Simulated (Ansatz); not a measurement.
**Random displacements in TaN**

Method: DFT PBE, scalar-relativistic, plane waves, PAW (Ansatz 0.2.0). Settings: plane waves to 420 eV, k-mesh 12×12×10 (Γ-centred), Fermi–Dirac smearing 0.02 eV. Spin–orbit coupling is left out, which can shift energies with elements as heavy as these. No spin polarisation. Energies are free energies at this smearing, counted from the undisturbed cell; pressure is positive in compression.

The undisturbed cell (as given, not relaxed at this level; this form isn't the usual structure):

```yaml
crystal:
  lattice:
    - [1.46900, 2.54438, 2.88300]
    - [-1.46900, -2.54438, 2.88300]
    - [4.40700, -2.54438, 0.00000]
  atoms:
    - { symbol: Ta, position: [0.75000, 0.75000, 0.33333] }
    - { symbol: Ta, position: [0.50000, 0.00000, 0.83333] }
    - { symbol: Ta, position: [0.00000, 0.50000, 0.83333] }
    - { symbol: Ta, position: [0.25000, 0.25000, 0.33333] }
    - { symbol: N, position: [0.50000, 0.50000, 0.00000] }
    - { symbol: N, position: [0.25000, 0.75000, 0.50000] }
    - { symbol: N, position: [0.75000, 0.25000, 0.50000] }
    - { symbol: N, position: [0.00000, 0.00000, 0.00000] }
```

The atoms are displaced (Å, in the unstrained cell):

| atom | ux | uy | uz |
| --- | --- | --- | --- |
| Ta1 | 0.101 | 0.626 | -0.148 |
| Ta2 | -0.043 | 0.168 | -0.074 |
| Ta3 | 0.245 | -0.210 | 0.134 |
| Ta4 | 0.010 | -0.652 | 0.239 |
| N5 | -0.364 | -0.048 | -0.613 |
| N6 | -0.038 | 0.187 | 0.111 |
| N7 | 0.258 | 0.013 | 0.153 |
| N8 | -0.168 | -0.085 | 0.198 |

Strain (Voigt, engineering shear): (0.0012, -0.0001, 0.0069, -0.0050, 0.0020, 0.0059).

(1) What are the energy change, the stress and the forces?

Answers

(1) ΔE = 3354.2 meV/atom; stress (xx, yy, zz, yz, xz, xy; compression positive) (104.44, 139.21, 105.13, 20.64, 20.51, 48.57) GPa.
| atom | Fx (eV/Å) | Fy | Fz |
| --- | --- | --- | --- |
| Ta1 | -13.37 | -25.19 | -1.95 |
| Ta2 | -0.80 | -1.78 | 2.49 |
| Ta3 | -21.36 | -10.75 | -13.42 |
| Ta4 | 15.10 | 30.75 | -10.17 |
| N5 | 16.80 | 18.43 | 17.66 |
| N6 | 0.05 | -11.06 | 16.87 |
| N7 | 1.39 | -3.21 | -5.80 |
| N8 | 2.18 | 2.82 | -5.67 |

Cost: 1 run of about 1.2 core-minutes, on AMD EPYC 9R45 (Zen 5) (shared hosts).